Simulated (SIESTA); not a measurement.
Crystal: FeO (Wuestite).

```
Fe O
1.0
     0.00000    2.15540    2.15540
     2.15540    0.00000    2.15540
     2.15540    2.15540    0.00000
Fe O
1 1
Direct
  0.00000 0.00000 0.00000
  0.50000 0.50000 0.50000
```

Base run:

* Program: SIESTA 5.4.2
* Functional: PBE
* Potentials or basis: PseudoDojo 0.4 standard (PBE files)
* Basis: TZP (energy shift 0.002 Ry)
* Grid cutoff: 800 Ry
* Energy shift: 0.002 Ry
* k mesh: 8 × 8 × 8
* Occupations: fermi-dirac, width 0.05 eV
* Spin: collinear spin, ferromagnetic start
* Starting moments: [3.0, 0.0] μB

Its results: band gap on the k mesh none (metal or under the smearing width); pressure 0.1 GPa; net moment 4.00 μB per cell; site moments Fe +3.71; O +0.30 μB.

Q: The run is repeated on the same cell with these changes: functional from PBE to PBEsol; potentials or basis from PseudoDojo 0.4 standard (PBE files) to PseudoDojo 0.4 standard (PBEsol files). What comes out?

A: Band gap on the k mesh none (metal or under the smearing width); pressure -8.1 GPa; net moment 4.00 μB per cell; site moments Fe +3.70; O +0.30 μB.

Caveats: semicore shells carry a single zeta, which can move pressures by several GPa and volumes by a few percent; the basis of atomic orbitals isn't converged, which shifts pressures, moduli and gaps; a cell with one magnetic atom can't hold antiferromagnetic order, which such compounds often take; semilocal functionals often make such compounds metallic where correlation or magnetic order opens a gap, which also shifts bond lengths.
